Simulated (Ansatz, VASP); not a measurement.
**Ru: VASP beside Ansatz**

File INCAR:

```
SYSTEM = Ru
  PREC = Accurate
  ENCUT = 520
  EDIFF = 1E-7
  ISMEAR = -1
  SIGMA = 0.03
  LREAL = .FALSE.
  LASPH = .TRUE.
  NELM = 100
  ALGO = Normal
  ISIF = 2
  LWAVE = .FALSE.
  LCHARG = .TRUE.
  GGA = PE
  LELF = .TRUE.
  LVHAR = .TRUE.
  NBANDS = 21
```

File KPOINTS:

```
regular mesh
0
G
  10 10 10
  0 0 0
```

Contents of POSCAR:

```
Ru
1.0
    0.0000000000      2.7546714845      2.6724459283
    2.7546714845      0.0000000000      2.6724459283
    2.7546714845      2.7546714845      0.0000000000
Ru
2
Direct
    0.0000000000      0.0000000000      0.0000000000
    0.2500000000      0.2500000000      0.2500000000
```

Input for Ansatz:

```yaml
crystal:
  lattice:
    - [0.0, 2.7546714845, 2.6724459283]
    - [2.7546714845, 0.0, 2.6724459283]
    - [2.7546714845, 2.7546714845, 0.0]
  atoms:
    - { symbol: Ru, position: [0.0, 0.0, 0.0] }
    - { symbol: Ru, position: [0.25, 0.25, 0.25] }
kpoints:
  mp_grid: { grid: [10, 10, 10] }
scf:
  occupations: { method: fermi_dirac, width: 0.03 }
hamiltonian:
  xc: pbe
  pseudopotentials: { kind: all_electron, lapw: { basis_error: 0.0005 } }
output:
  forces: true
  stress: true
  eigenvalues: true
```

Change from the starting cell: z stretched by -2 % at fixed volume.

Alike in both runs: task single point; functional PBE; k mesh 10 × 10 × 10; occupations fermi-dirac, width 0.03 eV; no spin polarisation.

|  | VASP | Ansatz |
| --- | --- | --- |
| version | VASP 6.6.1 | Ansatz 0.2.0 |
| potentials or method | VASP PAW PBE potentials, release 64 (Ru_pv) | all-electron LAPW, scalar-relativistic |
| plane-wave cutoff (eV) | 520 | see its input |

Ansatz gave:

| Item | Value |
| --- | --- |
| pressure (GPa) | -0.1 |
| largest component of the traceless stress (GPa) | 0.29 |

Task: Which values does VASP return?

Result: Pressure (GPa): 0.2; largest component of the traceless stress (GPa): 0.28.

Ansatz ran all-electron here, so the differences hold the error of VASP's frozen core and of both bases.
